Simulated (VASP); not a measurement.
Write the native input for VASP 6.6.1 that does the following.

| Quantity | Value |
| --- | --- |
| Task | band structure |
| Functional | r2SCAN |
| Potentials or basis | VASP PAW PBE potentials, release 64 (Sn_d, Se) |
| Cutoff | 450 eV |
| k mesh | 4 × 8 × 8 |
| Occupations | gaussian, width 0.02 eV |
| Spin | no spin polarisation |
| Further INCAR settings | ALGO = Normal; EDIFF = 1e-06; NBANDS = 50 |

The structure of SnSe lies in POSCAR:

```
SnSe                                    
1.0
   11.7897908053      0.0000000000      0.0000000000
    0.0000000000      4.2057650536      0.0000000000
    0.0000000000      0.0000000000      4.5696738865
  Sn              Se            
     4     4
Direct
     0.6209047467120319    0.7500000000000000    0.3837193767314533
     0.8790952532879681    0.2500000000000000    0.8837193767314533
     0.3790952532879681    0.2500000000000000    0.6162806232685467
     0.1209047467120319    0.7500000000000000    0.1162806232685467
     0.1453676270263844    0.2500000000000000    0.5236582217708790
     0.6453676270263844    0.2500000000000000    0.9763417782291210
     0.3546323729736157    0.7500000000000000    0.0236582217708790
     0.8546323729736156    0.7500000000000000    0.4763417782291210
```

The cell is a database's computed one.

These files were run (other wordings do the same):

INCAR

```
SYSTEM = SnSe
PREC     = Accurate       ! precision mode
ENCUT    = 450            ! plane-wave cutoff, eV
EDIFF    = 1E-6           ! SCF threshold, eV
ISMEAR   = 0              ! smearing method
SIGMA    = 0.02           ! smearing width, eV
LREAL    = .FALSE.        ! projectors in reciprocal space
LASPH    = .TRUE.         ! aspherical terms in the spheres
NELM     = 120            ! most SCF steps
ALGO     = Normal         ! electronic algorithm
ISIF     = 2              ! what is computed and relaxed
LWAVE    = .FALSE.        ! write WAVECAR
LCHARG   = .FALSE.        ! write CHGCAR
METAGGA  = R2SCAN         ! meta-GGA
LMIXTAU  = .TRUE.       
NBANDS   = 50             ! bands
KPAR     = 4
```

KPOINTS

```
regular mesh
0
G
  4 8 8
  0 0 0
```

KPOINTS_OPT

```
path GXSYGZURTZ,YT,UX,SR
15
line-mode
reciprocal
 0.0000000000  0.0000000000  0.0000000000  G
 0.0000000000  0.5000000000  0.0000000000  X

 0.0000000000  0.5000000000  0.0000000000  X
 0.0000000000  0.5000000000  0.5000000000  S

 0.0000000000  0.5000000000  0.5000000000  S
 0.0000000000  0.0000000000  0.5000000000  Y

 0.0000000000  0.0000000000  0.5000000000  Y
 0.0000000000  0.0000000000  0.0000000000  G

 0.0000000000  0.0000000000  0.0000000000  G
 0.5000000000  0.0000000000  0.0000000000  Z

 0.5000000000  0.0000000000  0.0000000000  Z
 0.5000000000  0.5000000000  0.0000000000  U

 0.5000000000  0.5000000000  0.0000000000  U
 0.5000000000  0.5000000000  0.5000000000  R

 0.5000000000  0.5000000000  0.5000000000  R
 0.5000000000  0.0000000000  0.5000000000  T

 0.5000000000  0.0000000000  0.5000000000  T
 0.5000000000  0.0000000000  0.0000000000  Z

 0.0000000000  0.0000000000  0.5000000000  Y
 0.5000000000  0.0000000000  0.5000000000  T

 0.5000000000  0.5000000000  0.0000000000  U
 0.0000000000  0.5000000000  0.0000000000  X

 0.0000000000  0.5000000000  0.5000000000  S
 0.5000000000  0.5000000000  0.5000000000  R
```

Potentials or basis: VASP PAW PBE potentials, release 64 (Sn_d, Se).

The run is started by

```sh
$ cat potpaw_PBE.64/Sn_d/POTCAR potpaw_PBE.64/Se/POTCAR > POTCAR
$ mpirun -np 4 vasp_std > vasp.out
```

Results of the run:

```json
{
 "Pressure": "-1.1 GPa",
 "Largest force": "0.226 eV/Å",
 "Band gap on the k mesh": "1.00 eV, indirect (least direct gap 1.26 eV)",
 "Band gap along the path": "0.93 eV, indirect (least direct gap 1.18 eV)"
}
```

Caveat: the PAW data sets were made with another functional, which shifts forces and pressure a little; spin-orbit coupling is left out, which moves the levels of the heavy elements.

It took 15 min on 4 MPI ranks on Intel(R) Xeon(R) Platinum 8488C (Sapphire Rapids), with other jobs on the host, peak memory 0.95 GiB a rank.
